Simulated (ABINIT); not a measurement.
The system is Sb.

```
Sb
1.0
    -1.57654    1.57654    2.71194
     1.57654   -1.57654    2.71194
     1.57654    1.57654   -2.71194
Sb
1
Direct
  0.00000 0.00000 0.00000
```

This isn't the form of Sb at room conditions, which is rhombohedral.

Base run:

- Program: ABINIT 10.8.3 (patched build)
- Functional: r2SCAN
- Potentials or basis: JTH PAW PBE v2.0
- Cutoff: 517 eV
- k mesh: 12 × 12 × 12
- Occupations: fermi-dirac, width 0.05 eV
- Spin: no spin polarisation

Its results: band gap on the k mesh none (metal or under the smearing width); pressure 1.1 GPa.

Question: After a change of settings the same cell gave: band gap on the k mesh none (metal or under the smearing width); pressure 1.8 GPa. Which change was it?
A. functional from r2SCAN to PW91
B. functional from r2SCAN to BLYP
C. functional from r2SCAN to AM05
D. functional from r2SCAN to WC

Answer: A.

Caveats: the PAW data sets were made with another functional, which shifts forces and pressure a little.
